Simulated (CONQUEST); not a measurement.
KBr:

```xyz
2
Lattice="4.0435 0.0000 0.0000 0.0000 4.0435 0.0000 0.0000 0.0000 4.0435" Properties=species:S:1:pos:R:3 pbc="T T T"
Br    2.0217    2.0217    2.0217
K     0.0000    0.0000    0.0000
```

Measurements of this composition are mostly on another form, of space group No. 225.

| Item | Value |
| --- | --- |
| Program | CONQUEST 1.3 |
| Task | single point |
| Functional | PBE |
| Potentials or basis | PseudoDojo NC PBE, DZP, grid cutoff 120 Ha |
| k mesh | 7 × 7 × 7 |
| Occupations | fermi-dirac, width 0.05 eV |
| Spin | no spin polarisation |

On this cell: pressure -0.4 GPa; largest force zero by symmetry; band gap on the k mesh 3.99 eV, indirect (least direct gap 4.22 eV).

The same run follows on a disturbed copy (atoms moved at random, drawn with an rms of 0.05 Å):

```
CELL_PARAMETERS angstrom
4.04350 0.00000 0.00000
0.00000 4.04350 0.00000
0.00000 0.00000 4.04350
ATOMIC_POSITIONS crystal
Br 0.50228 0.49474 0.49962
K 0.97651 0.99978 0.00116
```

Question: What changes?

Answer: The energy moves by +1.8 meV/atom; pressure -0.3 GPa; largest force 0.073 eV/Å; band gap on the k mesh 3.99 eV, indirect (least direct gap 4.22 eV).

Forces on the atoms (eV/Å):
```
Br  -0.067  0.028  0.006
K    0.066 -0.013 -0.004
```

Stress tensor (GPa, compression positive):
```
-0.28 -0.05 -0.01
-0.05 -0.28  0.01
-0.01  0.01 -0.27
```

The forces don't sum to zero, so they hold noise of the program's grid.

Caveats: an odd mesh through Γ misses points on the zone boundary, where band edges often lie; the basis of atomic orbitals isn't converged, which shifts pressures, moduli and gaps.
